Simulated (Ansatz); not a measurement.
Start of a relaxation, B put at a top N site (BN, R3m (No. 160), (0 0 1) face):

```xyz
7
Lattice="2.5061 0.0000 0.0000 -1.2531 2.1704 0.0000 0.0000 0.0000 25.5927" Properties=species:S:1:pos:R:3 pbc="T T T"
B     1.2531    0.7235    8.5000
N     0.0000    1.4469    8.5029
B     0.0000    1.4469   11.8264
N     0.0000    0.0000   11.8275
B     0.0000    0.0000   15.1492
N     1.2531    0.7235   15.1511
B     1.2531    0.7235   16.7111
```

The calculation used DFT PBE+D3(BJ), scalar-relativistic, plane waves, PAW (Ansatz 0.2.0). Cutoff 420 eV; k points 12×12×1 on the computed 7-atom cell (Γ-centred); Gaussian smearing, width 0.05 eV; collinear spin from starting moments 0 0 0 0 0 0 1 μB. A dipole correction removes the field between periodic images along c.

Atoms 1, 2 (counted from 1) are held. The cell is fixed. Force threshold 0.03 eV/Å.

Question: Where does it end?

Answer: The energy falls by 0.301 eV in 11 steps, to:

```
CELL_PARAMETERS angstrom
2.50611 0.00000 0.00000
-1.25306 2.17036 0.00000
0.00000 0.00000 25.59269
ATOMIC_POSITIONS crystal
B 0.66667 0.33333 0.33213
N 0.33333 0.66667 0.33224
B 0.33333 0.66667 0.46180
N 0.00000 0.00000 0.46185
B 0.00000 0.00000 0.59141
N 0.66667 0.33333 0.58802
B 0.66667 0.33333 0.66429
```

The end is the local minimum or symmetric point that this start leads to.

An atom lies near a switch of its D3 coefficient C6 between reference coordination numbers, so the dispersion energy changes steeply there and can make or shift the minimum.

The reference crystal is a form of BN, which isn't its usual structure.

Cost: 1 run of about 4.8 core-minutes, on Arm Neoverse V1 (shared hosts).